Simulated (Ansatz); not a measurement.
# HgTe: the cost of one run

Method: DFT, PBE, plane-wave PAW, default files, scalar-relativistic, in Ansatz 0.2.0.

## 1. The system as given

Symmetry: F-43m, No. 216, cubic system. The conventional cell has a = 6.447 Å, b = 6.447 Å, c = 6.447 Å, α = 90.00°, β = 90.00°, γ = 90.00°. Hg (site symmetry -43m) has 4 Te at 2.79 Å as nearest neighbours. Te (site symmetry -43m) is surrounded by 4 Hg at 2.79 Å.

As a file:

```
CELL_PARAMETERS angstrom
0.00000 3.22350 3.22350
3.22350 0.00000 3.22350
3.22350 3.22350 0.00000
ATOMIC_POSITIONS crystal
Hg 0.00000 0.00000 0.00000
Te 0.25000 0.25000 0.25000
```

The earlier run gave: no gap over 0.1 eV on the mesh, largest force 0.000 eV/Å, pressure 4.1 GPa.

Site by site (atoms counted from 1):

| site | atoms | first shell | V_zz (10²¹ V/m²) | η | C_Q (MHz) |
| --- | --- | --- | --- | --- | --- |
| Hg | 1 | 4 Te at 2.79 Å | 0.00 | – | 0 (²⁰¹Hg) |
| Te | 2 | 4 Hg at 2.79 Å | 0.00 | – | – |

V_zz is the principal component of the electric field gradient with the largest magnitude, η = (V_xx − V_yy)/V_zz and C_Q = eQV_zz/h. Q values from Pyykkö, Mol. Phys. 116, 1328 (2018). A dash under C_Q marks elements without a common quadrupolar isotope.

## 2. Z stretched by -3 %, ions relaxed

input.yaml

```yaml
crystal:
  lattice:
    - [0.0, 3.2235, 3.126795]
    - [3.2235, 0.0, 3.126795]
    - [3.2235, 3.2235, 0.0]
  atoms:
    - { symbol: Hg, position: [0.0, 0.0, 0.0] }
    - { symbol: Te, position: [0.25, 0.25, 0.25] }
kpoints:
  mp_grid: { grid: [13, 13, 13] }
scf:
  occupations: { method: fermi_dirac, width: 0.05 }
hamiltonian:
  xc: pbe
  pseudopotentials: { kind: paw }
output:
  forces: true
  stress: true
  populations: true
  efg: { quadrupole_moments_barn: { Hg: 0.387 }, contact_densities: true }
  write_density: true
  write_potential: true
  elf: true
  volumetric_format: npy
relax:
  f_tol: 0.02
  max_steps: 60
```

The run is started by

```bash
$ ansatz run input.yaml --threads 1 --pin off --max-ram 3072MiB --backend cpu --events-out ev --progress --plain --runs-dir out
```

What time and memory should one allow on 1 thread of AMD EPYC 9R14 (Zen 4), shared host?

About 21 s, with a peak of 0.67 GiB.
